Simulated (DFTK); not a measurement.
Here is a DFTK 0.8.2 calculation.

File run.jl:

```julia
using DFTK
using PseudoPotentialData
using Unitful, UnitfulAtomic
using LinearAlgebra, Printf
include("save.jl")
disable_threading()

# lattice vectors are the columns
lattice = austrip(1u"Å") * [    4.97558882            0.0            0.0;
                      0.0     4.97558882            0.0;
                      0.0            0.0     6.90088944]
symbols   = [:Si, :Si, :Si, :Si, :O, :O, :O, :O, :O, :O, :O, :O]
positions = [[0.80324656, 0.80324656, 0.5],
             [0.69675344, 0.30324656, 0.25],
             [0.30324656, 0.69675344, 0.75],
             [0.19675344, 0.19675344, 0.0],
             [0.76175763, 0.11038707, 0.43204156],
             [0.88961293, 0.23824237, 0.06795844],
             [0.11038707, 0.76175763, 0.56795844],
             [0.26175763, 0.38961293, 0.81795844],
             [0.23824237, 0.88961293, 0.93204156],
             [0.73824237, 0.61038707, 0.31795844],
             [0.38961293, 0.26175763, 0.18204156],
             [0.61038707, 0.73824237, 0.68204156]]
pseudopotentials = PseudoFamily("dojo.nc.sr.pbe.v0_4_1.standard.upf")
elements = Dict(s => ElementPsp(s, pseudopotentials) for s in unique(symbols))
atoms    = [elements[s] for s in symbols]

build_model(lattice, positions; symmetries=true) =
    model_DFT(lattice, atoms, positions;
              functionals=PBE(),
              temperature=austrip(0.05u"eV"),
              smearing=Smearing.FermiDirac(),
              symmetries)
Ecut  = 42.0  # hartree
kgrid = [6, 6, 4]
tol   = 1e-6
to_GPa = ustrip(uconvert(u"GPa", 1u"hartree/bohr^3"))

model = build_model(lattice, positions)
basis = PlaneWaveBasis(model; Ecut, kgrid)
display(basis)
scfres = self_consistent_field(basis;
                               tol,
                               nbandsalg=AdaptiveBands(model; n_bands_converge=40))
display(scfres.energies)
@printf "Fermi level: %.6f eV\n" ustrip(auconvert(u"eV", something(scfres.εF, NaN)))
forces = compute_forces_cart(scfres)
println("Forces (eV/Å)")
for (s, f) in zip(symbols, forces)
    @printf "%-3s %12.6f %12.6f %12.6f\n" s ustrip.(auconvert.(u"eV/Å", f))...
end
stress = compute_stresses_cart(scfres)
println("Stress (GPa)")
display(round.(stress * to_GPa; digits=4))
println("Levels at the first k-point (eV): ", round.(ustrip.(auconvert.(u"eV", scfres.eigenvalues[1][1:scfres.n_bands_converge])); digits=4))
save_scf!(scfres; forces, stress)
```

Potentials or basis: dojo.nc.sr.pbe.v0_4_1.standard.upf (PBE).

Launch:

```sh
$ julia --threads=1 run.jl  # save.jl only writes the numbers to a file and isn't shown; printed stress counts tension as positive; times include loading and compiling
```

Q: Predict the largest force.

A: 0.235 eV/Å.

Q: Predict the band gap on the k mesh.

A: 5.77 eV, direct.

Forces in eV/Å, atoms in the order of the input:
```
Si  -0.035 -0.035  0.000
Si   0.035 -0.035  0.000
Si  -0.035  0.035  0.000
Si   0.035  0.035  0.000
O    0.038  0.134  0.189
O   -0.134 -0.038 -0.189
O    0.134  0.038 -0.189
O    0.038 -0.134 -0.189
O   -0.038 -0.134  0.189
O   -0.038  0.134 -0.189
O   -0.134  0.038  0.189
O    0.134 -0.038  0.189
```

A k mesh can miss the band edges. PBE gaps usually lie below the measured ones, often by a third to a half.
